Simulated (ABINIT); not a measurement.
Crystal: Ir.

```
Ir
1.0
     2.75138    0.00000    0.00000
    -1.37569    2.38276    0.00000
     0.00000    0.00000    4.46229
Ir
2
Cartesian
  0.0000 1.5885 1.1156
  1.3757 0.7943 3.3467
```

This isn't the form of Ir at room conditions, which is fcc.

```yaml
Program: ABINIT 10.8.3 (patched build)
Task: relaxation of cell and atoms
Functional: PBE
Dispersion: D4
Potentials_or_basis: JTH PAW PBE v2.0
Cutoff: 435 eV
k_mesh: 11 × 11 × 6
Occupations: fermi-dirac, width 0.05 eV
Spin: no spin polarisation
```

At the start: pressure -10.4 GPa; volume 14.63 Å³/atom.

Problem. Where does the relaxation end?

Solution. Over 3 steps the energy falls by 14.3 meV/atom and the volume is 14.19 Å³/atom (-3.0 %); space group P6_3/mmc (No. 194, to 0.05 Å).

The path:
```
step  energy change (eV)  largest force (eV/Å)  pressure (GPa)  volume (Å³)
   1              0.0000                0.0000          -10.43        29.25
   2             -0.0262                0.0000           -3.45        28.66
   3             -0.0285                0.0000            0.18        28.38
```

Final structure:
```cif
data_structure
_symmetry_space_group_name_H-M 'P 1'
_symmetry_Int_Tables_number 1
_cell_length_a 2.7243
_cell_length_b 2.7243
_cell_length_c 4.4160
_cell_angle_alpha 90.000
_cell_angle_beta 90.000
_cell_angle_gamma 120.000
_cell_volume 28.38
loop_
_atom_site_label
_atom_site_type_symbol
_atom_site_fract_x
_atom_site_fract_y
_atom_site_fract_z
_atom_site_occupancy
Ir1 Ir 0.33333 0.66667 0.25000 1
Ir2 Ir 0.66667 0.33333 0.75000 1
```

Caveat: the log and the count of SCF iterations are those of the last ABINIT call alone; pairwise dispersion overbinds metals, which lowers pressure and volume.
